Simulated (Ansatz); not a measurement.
Skutterudite CoSb₃, treated with LDA in Ansatz (plane waves, PAW).

Run with plane-wave cutoff 520 eV, 6×6×6 k mesh, Fermi–Dirac smearing 0.01 eV, no spin polarisation, scalar-relativistic PAW data made under PBE.

Shape and atoms are relaxed at each volume.

Pressure at four volumes; x = ln(V/22.144 Å³). One pressure is withheld.

| V (Å³/atom) | x | P (GPa) |
|---|---|---|
| 21.258 | -0.0408 | ? |
| 21.701 | -0.0202 | 2.18 |
| 22.144 | 0.0000 | 0.00 |
| 23.030 | 0.0392 | -3.67 |

Problem. Pass a parabola P(x) through the three rows shown, estimate the bulk modulus and its pressure derivative near zero pressure, and predict the withheld pressure.

Solution. Slopes between the rows: (0.00 − (2.18))/(0.0000 − (-0.0202)) = -107.92 and (-3.67 − (0.00))/(0.0392 − (0.0000)) = -93.62 GPa. Their difference over the span 0.0594 is c = 14.30/0.0594 = 240.7 GPa, so P(x) = 2.18 + (-107.92)(x − (-0.0202)) + 240.7 (x − (-0.0202))(x − (0.0000)). At the middle row B = −dP/dx = −[-107.92 + 240.7 × 0.0202] = 103.1 GPa, and B′ = dB/dP = 2c/B = 4.7. At x = -0.0408 the parabola gives 4.61 GPa; the run gives 4.63 GPa. The Birch–Murnaghan fit to the energies at all volumes has B0 = 103 GPa and B′ = 4.8.

Measured, for comparison: bulk modulus 95 ± 5 GPa (room temperature, not corrected to a static lattice, sources range from 85.0 to 95.0; as tabulated in Alexeev et al. (2016), arXiv:1601.07731). Computed less measured: bulk modulus +8 % (+8 % to +21 % over the range).

Spin–orbit coupling is not included.

Ansatz is a quantum-chemistry and plane-wave program.
